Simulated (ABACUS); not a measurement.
# BN (F-43m) in ABACUS: notebook

One crystal, BN, is run at these levels: PBE; tasks: equation of state.

Program: ABACUS 3.10.1. These are calculated values, not measurements. Logs are shortened: lines on timing, memory, paths and dates and some standing lists are left out, and cuts for length are marked.

**Experimental background.**

“Effect of nanostructuration on compressibility of cubic BN”, 2012, arxiv:1208.3664 quotes, for a bulk crystal of BN at 300 K: bulk modulus 395 ± 2 GPa.

How close the calculation comes is told below.

## Step 1: The structure

It takes space group F-43m (No. 216, cubic). Conventional cell: a = 3.626 Å, b = 3.626 Å, c = 3.626 Å, α = 90.00°, β = 90.00°, γ = 90.00°. N (site symmetry -43m) is surrounded by 4 B at 1.57 Å. Around B (site symmetry -43m) lie 4 N at 1.57 Å.

The cell is a database's computed one.

## Step 2: Equation of state, PBE, 5.60 Å³/atom (volume scaled by 0.94)

File INPUT:

```
INPUT_PARAMETERS
suffix              BN
calculation         scf
basis_type          lcao
pseudo_dir          ./
orbital_dir         ./
symmetry            1
dft_functional      pbe
ecutwfc             100
pseudo_rcut         10
nspin               1
nbands              8
ks_solver           genelpa
smearing_method     fd
smearing_sigma      0.00367493
scf_thr             1e-07
scf_nmax            100
mixing_type         broyden
mixing_beta         0.7
cal_force           1
cal_stress          1
out_mul             1
```

File STRU:

```
ATOMIC_SPECIES
N 14.0070 N.upf
B 10.8100 B.upf

NUMERICAL_ORBITAL
N_confined-atom_6au_2s2p1d.orb
B_confined-atom_7au_2s2p1d.orb

LATTICE_CONSTANT
1.8897261246

LATTICE_VECTORS
0.0000000000 1.7759905947 1.7759905947
1.7759905947 0.0000000000 1.7759905947
1.7759905947 1.7759905947 0.0000000000

ATOMIC_POSITIONS
Direct

N
0.0
1
0.2500000000 0.2500000000 0.2500000000 1 1 1

B
0.0
1
0.0000000000 0.0000000000 0.0000000000 1 1 1
```

File KPT:

```
K_POINTS
0
Gamma
13 13 13 0 0 0
```

Potentials or basis: PseudoDojo NC SR 0.4.1 PBE standard, DZP LCAO (the cutoffs set its grid).

Started as:

```console
$ OMP_NUM_THREADS=1 mpirun -np 4 abacus > log
```

running log:

```text
ABACUS v3.10.1

               Atomic-orbital Based Ab-initio Computation at UStc

 ------------------------------------------------------------------------------------

 READING GENERAL INFORMATION
                           global_out_dir = OUT.BN/
                           global_in_card = INPUT
                               pseudo_dir = ./
                              orbital_dir = ./
                                    DSIZE = 4
                                    GSIZE = 1

 READING UNITCELL INFORMATION
                                    ntype = 2
                  lattice constant (Bohr) = 1.88973
              lattice constant (Angstrom) = 1

 READING ATOM TYPE 1
                               atom label = N
                      L=0, number of zeta = 2
                      L=1, number of zeta = 2
                      L=2, number of zeta = 1
             number of atom for this type = 1

 READING ATOM TYPE 2
                               atom label = B
                      L=0, number of zeta = 2
                      L=1, number of zeta = 2
                      L=2, number of zeta = 1
             number of atom for this type = 1

                        TOTAL ATOM NUMBER = 2
DIRECT COORDINATES
    atom                   x                   y                   z     mag                  vx                  vy                  vz
taud_N1            0.2500000000        0.2500000000        0.2500000000  0.0000        0.0000000000        0.0000000000        0.0000000000
taud_B1            0.0000000000        0.0000000000        0.0000000000  0.0000        0.0000000000        0.0000000000        0.0000000000

                          Volume (Bohr^3) = 75.6047
                             Volume (A^3) = 11.2034

 Lattice vectors: (Cartesian coordinate: in unit of a_0)
                   +0            +1.77599            +1.77599
             +1.77599                  +0            +1.77599
             +1.77599            +1.77599                  +0
 Reciprocal vectors: (Cartesian coordinate: in unit of 2 pi/a_0)
            -0.281533           +0.281533           +0.281533
            +0.281533           -0.281533           +0.281533
            +0.281533           +0.281533           -0.281533
 The esolver type has been set to : ksdft_lcao

                PAO radial cut off (Bohr) = 10

 Read in pseudopotential file is N.upf
                     pseudopotential type = NC
          exchange-correlation functional = PBE
[... 199 lines left out ...]
                  longest orb rcut (Bohr) = 7
   longest nonlocal projector rcut (Bohr) = 1.38
                     search radius (Bohr) = 16.8
              searching radius is (Bohr)) = 16.8
         searching radius unit is (Bohr)) = 1.89
                         PeriodicBoundary = 1
                        Radius(unit:lat0) = 8.87
                                   glayer = [ 6, 6, 6 ]
                             glayer_minus = [ 5, 5, 5 ]

Find the coordinate range of the input atom(unit:lat0).
                                  min_tau = [ -17.8, -17.8, -17.8 ]
                                  max_tau = [ 18.6, 18.6, 18.6 ]
                                BoxNumber = [ 11, 11, 11 ]

 SETUP EXTENDED REAL SPACE GRID FOR GRID INTEGRATION
                          real space grid = [ 32, 32, 32 ]
                 big cell numbers in grid = [ 8, 8, 8 ]
             meshcell numbers in big cell = [ 4, 4, 4 ]
                        extended fft grid = [ 15, 15, 15 ]
                dimension of extened grid = [ 39, 39, 39 ]
                            UnitCellTotal = 125
              Atom number in sub-FFT-grid = 2
    Local orbitals number in sub-FFT-grid = 26
                                ParaV.nnr = 21825
                                 init_chg = atomic

 LCAO ALGORITHM --------------- ION=   1  ELEC=   1--------------------------------

 Density error is 0.175792693045
----------------------------------------------------------
     Energy           Rydberg                 eV
----------------------------------------------------------
 E_KohnSham     -26.7296603516       -363.6756863868
 E_Harris       -25.7201051037       -349.9399825694
 E_Fermi        1.0685117263         14.5378478574
----------------------------------------------------------
[... 80 lines left out ...]
 Density error is 5.20089609732e-08
----------------------------------------------------------
     Energy           Rydberg                 eV
----------------------------------------------------------
 E_KohnSham     -26.7850588593       -364.4294217517
 E_KS(sigma->0) -26.7850588593       -364.4294217517
 E_Harris       -26.7850584922       -364.4294167575
 E_band         2.2632705860         30.7933760858
 E_one_elec     5.3912716350         73.3520137012
 E_Hartree      3.4430789023         46.8454917351
 E_xc           -8.8112885297        -119.8837307266
 E_Ewald        -26.8081208668       -364.7431964615
 E_entropy(-TS) -0.0000000000        -0.0000000000
 E_descf        0.0000000000         0.0000000000
 E_exx          0.0000000000         0.0000000000
 E_Fermi        0.9866413120         13.4239437259
----------------------------------------------------------

 charge density convergence is achieved
 final etot is -364.42942175 eV
 EFERMI = 13.423943726 eV

 STATE ENERGY(eV) AND OCCUPATIONS    NSPIN == 1
 1/84 kpoint (Cartesian) = 0.0000 0.0000 0.0000 (314 pws)
       1       -8.74641    0.000910332
       2        11.9973    0.000910332
       3        11.9973    0.000910332
       4        11.9973    0.000910332
       5        21.1005    1.91113e-70
       6        21.1005    1.91113e-70
       7        21.1005    1.91113e-70
       8        24.2170        0.00000
[... 41 lines left out ...]
 6/84 kpoint (Cartesian) = 0.10828 0.10828 0.10828 (326 pws)
       1       -5.42895     0.00728266
       2        2.47671     0.00728266
       3        10.1284     0.00728266
       4        10.1284     0.00728266
       5        22.8548    8.85187e-85
       6        23.0708    1.17632e-86
       7        23.0708    1.17632e-86
       8        28.0539        0.00000

[... levels at 78 further k points ...]

 correction force for each atom along direction 1 is -0.0883069
 correction force for each atom along direction 2 is -0.0332586
 correction force for each atom along direction 3 is -0.0431339
------------------------------------------------------------------------------------------
 TOTAL-FORCE (eV/Angstrom)
------------------------------------------------------------------------------------------
                        N1         0.0000000000         0.0000000000         0.0000000000
                        B1         0.0000000000         0.0000000000         0.0000000000
------------------------------------------------------------------------------------------

----------------------------------------------------------------
 TOTAL-STRESS (KBAR)
----------------------------------------------------------------
       260.7388095622        -0.0000000000         0.0000000000
         0.0000000000       260.7388095622        -0.0000000000
         0.0000000000         0.0000000000       260.7388095622
----------------------------------------------------------------
 TOTAL-PRESSURE: 260.738810 KBAR

 --------------------------------------------
 !FINAL_ETOT_IS -364.4294217517432344 eV
 --------------------------------------------
```

stdout:

```text
ABACUS v3.10.1

               Atomic-orbital Based Ab-initio Computation at UStc

 UNIFORM GRID DIM        : 32 * 32 * 32
 UNIFORM GRID DIM(BIG)   : 8 * 8 * 8
[... 28 lines left out ...]
----------------------------------------------------------------
 TOTAL-STRESS (KBAR)
----------------------------------------------------------------
       260.7388095622        -0.0000000000         0.0000000000
         0.0000000000       260.7388095622        -0.0000000000
         0.0000000000         0.0000000000       260.7388095622
----------------------------------------------------------------
 TOTAL-PRESSURE: 260.738810 KBAR
```

Wall time 4 s (4 MPI ranks of INTEL XEON PLATINUM 8581C at 2.10GHz (Emerald Rapids), shared host); peak memory 0.4 GiB.

What came out:

```yaml
Free_energy: -364.4294 eV
Pressure: 26.1 GPa
Band_gap_on_the_k_mesh: 4.70 eV, indirect (least direct gap 9.10 eV)
Mulliken_charges: N -0.54; B +0.54 e
```

Caveat: the atomic orbitals were generated for these runs and aren't a published set; Mulliken charges move with the basis; an odd mesh through Γ misses points on the zone boundary, where band edges often lie; the basis of atomic orbitals isn't converged, which shifts pressures, moduli and gaps.

## Step 3: Equation of state, PBE, 5.72 Å³/atom (volume scaled by 0.96)

INPUT is that of step 2.

STRU, as its differences from that of step 2:

```diff
@@ -12,5 +12,5 @@
 LATTICE_VECTORS
-0.0000000000 1.7759905947 1.7759905947
-1.7759905947 0.0000000000 1.7759905947
-1.7759905947 1.7759905947 0.0000000000
+0.0000000000 1.7884979828 1.7884979828
+1.7884979828 0.0000000000 1.7884979828
+1.7884979828 1.7884979828 0.0000000000
```

KPT is that of step 2.

Potentials or basis: PseudoDojo NC SR 0.4.1 PBE standard, DZP LCAO (the cutoffs set its grid).

Started as:

```console
$ OMP_NUM_THREADS=1 mpirun -np 4 abacus > log
```

It took 4.1 s on 4 MPI ranks of INTEL XEON PLATINUM 8581C at 2.10GHz (Emerald Rapids), shared host; peak memory 0.4 GiB.

The run converged. Its results:

* Free energy: -364.4611 eV
* Pressure: 16.6 GPa
* Band gap on the k mesh: 4.67 eV, indirect (least direct gap 9.00 eV)
* Mulliken charges: N -0.52; B +0.52 e

Caveat: the atomic orbitals were generated for these runs and aren't a published set; Mulliken charges move with the basis; an odd mesh through Γ misses points on the zone boundary, where band edges often lie; the basis of atomic orbitals isn't converged, which shifts pressures, moduli and gaps.

## Step 4: Equation of state, PBE, 5.84 Å³/atom (volume scaled by 0.98)

INPUT is that of step 3.

STRU, as its differences from that of step 3:

```diff
@@ -12,5 +12,5 @@
 LATTICE_VECTORS
-0.0000000000 1.7884979828 1.7884979828
-1.7884979828 0.0000000000 1.7884979828
-1.7884979828 1.7884979828 0.0000000000
+0.0000000000 1.8008328414 1.8008328414
+1.8008328414 0.0000000000 1.8008328414
+1.8008328414 1.8008328414 0.0000000000
```

KPT is that of step 3.

Started as:

```console
$ OMP_NUM_THREADS=1 mpirun -np 4 abacus > log
```

It took 4 s on 4 MPI ranks of INTEL XEON PLATINUM 8581C at 2.10GHz (Emerald Rapids), shared host; peak memory 0.4 GiB.

It converged, with:

- Free energy: -364.4794 eV
- Pressure: 8.1 GPa
- Band gap on the k mesh: 4.64 eV, indirect (least direct gap 8.90 eV)
- Mulliken charges: N -0.51; B +0.51 e

Caveat: the atomic orbitals were generated for these runs and aren't a published set; Mulliken charges move with the basis; an odd mesh through Γ misses points on the zone boundary, where band edges often lie; the basis of atomic orbitals isn't converged, which shifts pressures, moduli and gaps.

## Step 5: Equation of state, PBE, 5.96 Å³/atom

INPUT is that of step 4.

STRU, as its differences from that of step 4:

```diff
@@ -12,5 +12,5 @@
 LATTICE_VECTORS
-0.0000000000 1.8008328414 1.8008328414
-1.8008328414 0.0000000000 1.8008328414
-1.8008328414 1.8008328414 0.0000000000
+0.0000000000 1.8130010000 1.8130010000
+1.8130010000 0.0000000000 1.8130010000
+1.8130010000 1.8130010000 0.0000000000
```

KPT is that of step 4.

Started as:

```console
$ OMP_NUM_THREADS=1 mpirun -np 4 abacus > log
```

It took 3.7 s on 4 MPI ranks of INTEL XEON PLATINUM 8581C at 2.10GHz (Emerald Rapids), shared host; peak memory 0.4 GiB.

Results (log left out):

| Item | Value |
| --- | --- |
| Free energy | -364.4855 eV |
| Pressure | 0.3 GPa |
| Band gap on the k mesh | 4.62 eV, indirect (least direct gap 8.80 eV) |
| Mulliken charges | N -0.50; B +0.50 e |

Caveat: the atomic orbitals were generated for these runs and aren't a published set; Mulliken charges move with the basis; an odd mesh through Γ misses points on the zone boundary, where band edges often lie; the basis of atomic orbitals isn't converged, which shifts pressures, moduli and gaps.

## Step 6: Equation of state, PBE, 6.08 Å³/atom (volume scaled by 1.02)

INPUT is that of step 5.

STRU, as its differences from that of step 5:

```diff
@@ -12,5 +12,5 @@
 LATTICE_VECTORS
-0.0000000000 1.8130010000 1.8130010000
-1.8130010000 0.0000000000 1.8130010000
-1.8130010000 1.8130010000 0.0000000000
+0.0000000000 1.8250079791 1.8250079791
+1.8250079791 0.0000000000 1.8250079791
+1.8250079791 1.8250079791 0.0000000000
```

KPT is that of step 5.

Potentials or basis: PseudoDojo NC SR 0.4.1 PBE standard, DZP LCAO (the cutoffs set its grid).

Started as:

```console
$ OMP_NUM_THREADS=1 mpirun -np 4 abacus > log
```

It took 3.6 s on 4 MPI ranks of INTEL XEON PLATINUM 8581C at 2.10GHz (Emerald Rapids), shared host; peak memory 0.4 GiB.

The run converged. Its results:

```yaml
Free_energy: -364.4806 eV
Pressure: -6.8 GPa
Band_gap_on_the_k_mesh: 4.59 eV, indirect (least direct gap 8.71 eV)
Mulliken_charges: N -0.48; B +0.48 e
```

Caveat: the atomic orbitals were generated for these runs and aren't a published set; Mulliken charges move with the basis; an odd mesh through Γ misses points on the zone boundary, where band edges often lie; the basis of atomic orbitals isn't converged, which shifts pressures, moduli and gaps.

## Step 7: Equation of state, PBE, 6.20 Å³/atom (volume scaled by 1.04)

INPUT is that of step 6.

STRU, as its differences from that of step 6:

```diff
@@ -12,5 +12,5 @@
 LATTICE_VECTORS
-0.0000000000 1.8250079791 1.8250079791
-1.8250079791 0.0000000000 1.8250079791
-1.8250079791 1.8250079791 0.0000000000
+0.0000000000 1.8368590123 1.8368590123
+1.8368590123 0.0000000000 1.8368590123
+1.8368590123 1.8368590123 0.0000000000
```

KPT is that of step 6.

Started as:

```console
$ OMP_NUM_THREADS=1 mpirun -np 4 abacus > log
```

Wall time 3.4 s (4 MPI ranks of INTEL XEON PLATINUM 8581C at 2.10GHz (Emerald Rapids), shared host); peak memory 0.4 GiB.

Results (log left out):

```
Free energy            : -364.4657 eV
Pressure               : -13.2 GPa
Band gap on the k mesh : 4.56 eV, indirect (least direct gap 8.61 eV)
Mulliken charges       : N -0.47; B +0.47 e
```

Caveat: the atomic orbitals were generated for these runs and aren't a published set; Mulliken charges move with the basis; an odd mesh through Γ misses points on the zone boundary, where band edges often lie; the basis of atomic orbitals isn't converged, which shifts pressures, moduli and gaps.

## Step 8: Equation of state, PBE, 6.32 Å³/atom (volume scaled by 1.06)

INPUT is that of step 7.

STRU, as its differences from that of step 7:

```diff
@@ -12,5 +12,5 @@
 LATTICE_VECTORS
-0.0000000000 1.8368590123 1.8368590123
-1.8368590123 0.0000000000 1.8368590123
-1.8368590123 1.8368590123 0.0000000000
+0.0000000000 1.8485590667 1.8485590667
+1.8485590667 0.0000000000 1.8485590667
+1.8485590667 1.8485590667 0.0000000000
```

KPT is that of step 7.

Started as:

```console
$ OMP_NUM_THREADS=1 mpirun -np 4 abacus > log
```

Wall time 3.4 s (4 MPI ranks of INTEL XEON PLATINUM 8581C at 2.10GHz (Emerald Rapids), shared host); peak memory 0.4 GiB.

Results (log left out):

| Quantity | Value |
| --- | --- |
| Free energy | -364.4416 eV |
| Pressure | -19.0 GPa |
| Band gap on the k mesh | 4.53 eV, indirect (least direct gap 8.52 eV) |
| Mulliken charges | N -0.46; B +0.46 e |

Caveat: the atomic orbitals were generated for these runs and aren't a published set; Mulliken charges move with the basis; an odd mesh through Γ misses points on the zone boundary, where band edges often lie; the basis of atomic orbitals isn't converged, which shifts pressures, moduli and gaps.

## Step 9: Equation of state, PBE

Potentials or basis: PseudoDojo NC SR 0.4.1 PBE standard, DZP LCAO (the cutoffs set its grid).

This step only gathers the single runs of the series.

Results:

```yaml
Equilibrium_volume: 5.96 Å³/atom
Bulk_modulus: 370 GPa
Pressure_derivative_of_the_bulk_modulus: 3.8
```

Energy against volume, from the lowest point:
```csv
volume (Å³/atom),energy (meV/atom)
5.602,28.04
5.721,12.22
5.840,3.07
5.959,0.00
6.078,2.45
6.198,9.92
6.317,21.95
```

Caveat: the atomic orbitals were generated for these runs and aren't a published set; the basis of atomic orbitals isn't converged, which shifts pressures, moduli and gaps.

## Step 10: How close it comes

Step 9. Against the measured bulk modulus of BN, 395 GPa (300 K; quoted in “Effect of nanostructuration on compressibility of cubic BN”, 2012, arxiv:1208.3664), the calculated 370 GPa is off by -6.4 %. The fit is for a static lattice scaled at fixed shape and fixed fractional positions.
